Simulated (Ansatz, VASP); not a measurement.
**Ni in VASP and in Ansatz**

```xyz
1
Lattice="0.0000 1.7376 1.7376 1.7376 0.0000 1.7376 1.7376 1.7376 0.0000" Properties=species:S:1:pos:R:3 pbc="T T T"
Ni    0.0000    0.0000    0.0000
```

Alike in both runs: task single point; functional PBE; k mesh 13 × 13 × 13; occupations fermi-dirac, width 0.05 eV; collinear spin.

```csv
,VASP,Ansatz
version,VASP 6.6.1,Ansatz 0.2.0
potentials or method,"VASP PAW PBE potentials, release 64 (Ni)",Ansatz PAW
plane-wave cutoff (eV),520,420
valence electrons in the cell,10,18
```

Ansatz gave:

```
gap on the k mesh at the Fermi level (eV)                     : none
pressure (GPa)                                                : 8.1
net moment per atom (μB)                                      : 0.63
size of the moment on the site where the two differ most (μB) : 0.67
```

**Question.** What did VASP give for the same quantities?

**Answer.** gap on the k mesh at the Fermi level (eV): none; pressure (GPa): 7.9; net moment per atom (μB): 0.62; size of the moment on the site where the two differ most (μB): 0.63.

Site moments also hang on the region over which each program counts them. A gap of «none» marks a metal or a gap that the smearing closes. The two sets of potentials don't hold the same shells in valence.
